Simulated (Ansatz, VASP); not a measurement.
# K: VASP beside Ansatz

INCAR

```
PREC     = Accurate       # precision mode
ENCUT    = 520            # plane-wave cutoff, eV
EDIFF    = 1E-7           # SCF threshold, eV
ISMEAR   = -1             # smearing method
SIGMA    = 0.05           # smearing width, eV
LREAL    = F              # projectors in reciprocal space
LASPH    = T              # aspherical terms in the spheres
NELM     = 80             # most SCF steps
ALGO     = Normal         # electronic algorithm
ISIF     = 2              # what is computed and relaxed
LWAVE    = F              # write WAVECAR
LCHARG   = F              # write CHGCAR
GGA      = PE             # functional
NBANDS   = 10             # bands
```

The input KPOINTS:

```
Automatic mesh
0
Gamma
  3 3 6
```

POSCAR

```
K
1.0
   10.1463598903      0.0000000000      0.0000000000
    0.0000000000     10.1463598903      0.0000000000
    0.0000000000      0.0000000000      4.3532388887
K
1
Direct
    0.0000000000      0.0000000000      0.0000000000
```

File input.yaml:

```yaml
crystal:
  lattice:
    - [10.1463598903, 0.0, 0.0]
    - [0.0, 10.1463598903, 0.0]
    - [0.0, 0.0, 4.3532388887]
  atoms:
    - { symbol: K, position: [0.0, 0.0, 0.0] }
hamiltonian:
  xc: pbe
  pseudopotentials: { kind: paw }
kpoints:
  mp_grid: { grid: [3, 3, 6] }
scf:
  occupations: { method: fermi_dirac, width: 0.05 }
output:
  forces: true
  stress: true
  eigenvalues: true
  write_density: true
  write_potential: true
  elf: true
  volumetric_format: npy
```

Change from the starting cell: volume scaled by 1.02.

Alike in both runs: task single point; functional PBE; k mesh 3 × 3 × 6; occupations fermi-dirac, width 0.05 eV; no spin polarisation.

|  | VASP | Ansatz |
| --- | --- | --- |
| version | VASP 6.6.1 | Ansatz 0.2.0 |
| potentials or method | VASP PAW PBE potentials, release 64 (K_sv) | Ansatz PAW |
| plane-wave cutoff (eV) | 520 | 420 |
| valence electrons in the cell | 9 | 9 |

```csv
,VASP,Ansatz,Ansatz less VASP
gap on the k mesh at the Fermi level (eV),none,none,-
pressure (GPa),0.0,0.0,0.00
```

A gap of «none» marks a metal or a gap that the smearing closes. With one functional, cell and mesh, what is left measures potentials, basis and numerics.
